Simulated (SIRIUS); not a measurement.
## HgTe (Coloradoite) in SIRIUS: the effect of functional

HgTe (Coloradoite):

```
Hg Te
1.0
     0.00000    3.21450    3.21450
     3.21450    0.00000    3.21450
     3.21450    3.21450    0.00000
Hg Te
1 1
Cartesian
  0.0000 0.0000 0.0000
  4.8217 4.8217 4.8217
```

Alike in all runs:

| Item | Value |
| --- | --- |
| Program | SIRIUS 7.12.0 |
| Task | single point |
| Potentials or basis | PseudoDojo 0.4.1 PBE standard (scalar relativistic) |
| Cutoff | 1102 eV |
| Density cutoff | 4408 eV |
| k mesh | 6 × 6 × 6 |
| Occupations | fermi-dirac, width 0.05 eV |
| Spin | no spin polarisation |

| functional | pressure (GPa) |
| --- | --- |
| LDA | ? |
| PBE | 4.7 |
| PBEsol | 1.9 |
| RPBE | 6.4 |
| revPBE | 5.9 |
| BLYP | 7.9 |
| PW91 | 4.5 |
| AM05 | 2.4 |
| APBE | 5.6 |
| rPW86PBE | 7.2 |
| WC | 2.1 |

What does the run with functional LDA give?

Pressure 0.4 GPa.

Caveats: the potentials were made for another functional, which shifts forces and pressure (some runs).
